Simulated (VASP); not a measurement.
**AlRu: relaxation of cell and atoms with vdW-DF2**

Crystal: AlRu.

```
Ru Al
1.0
     2.99160    0.00000    0.00000
     0.00000    2.99160    0.00000
     0.00000    0.00000    2.99160
Ru Al
1 1
Direct
  0.50000 0.50000 0.50000
  0.00000 0.00000 0.00000
```

| Quantity | Value |
| --- | --- |
| Program | VASP 6.6.1 |
| Task | relaxation of cell and atoms |
| Functional | vdW-DF2 |
| Potentials or basis | VASP PAW PBE potentials, release 64 (Ru_pv, Al) |
| Cutoff | 600 eV |
| k mesh | 9 × 9 × 9 |
| Occupations | fermi-dirac, width 0.05 eV |
| Spin | no spin polarisation |
| Further INCAR settings | ALGO = Normal; EDIFF = 1e-06; IBRION = 2; EDIFFG = -0.01; NSW = 40; ISIF = 3 |

The relaxed volume is 14.28 Å³/atom and the relaxed cell is a = 3.057 Å, b = 3.057 Å, c = 3.057 Å, α = 90.00°, β = 90.00°, γ = 90.00°. The space group after relaxing (to 0.05 Å) is Pm-3m (No. 221), the energy gained by relaxing is 34.7 meV/atom and the ionic steps are 4. The pressure after relaxing is 0.0 GPa and the band gap on the k mesh is none (metal or under the smearing width).

The path:
```tsv
step	energy change (eV)	largest force (eV/Å)	pressure (GPa)	volume (Å³)
1	0.0000	0.0000	13.14	26.77
2	0.0484	0.0000	-12.89	31.26
3	-0.0693	0.0000	-0.24	28.60
4	-0.0693	0.0000	0.00	28.57
```

Final structure:
```cif
data_structure
_symmetry_space_group_name_H-M 'P 1'
_symmetry_Int_Tables_number 1
_cell_length_a 3.0570
_cell_length_b 3.0570
_cell_length_c 3.0570
_cell_angle_alpha 90.000
_cell_angle_beta 90.000
_cell_angle_gamma 90.000
_cell_volume 28.57
loop_
_atom_site_label
_atom_site_type_symbol
_atom_site_fract_x
_atom_site_fract_y
_atom_site_fract_z
_atom_site_occupancy
Ru1 Ru 0.50000 0.50000 0.50000 1
Al1 Al 0.00000 0.00000 0.00000 1
```

Levels at points of the mesh, in eV from the Fermi level:
| k point | band 5 | band 6 | band 7 | band 8 | band 9 | band 10 | band 11 | band 12 |
| --- | --- | --- | --- | --- | --- | --- | --- | --- |
| (0.00, 0.00, 0.00) | -3.08 | -3.08 | 0.17 | 0.17 | 0.17 | 5.83 | 5.83 | 5.83 |

Wall time 48 s on 1 thread of Intel(R) Xeon(R) 6975P-C (Granite Rapids), with other jobs on the host, peak memory 0.27 GiB.

Caveat: the PAW data sets were made with another functional, which shifts forces and pressure a little. Zero-point motion and thermal expansion aren't in these numbers.
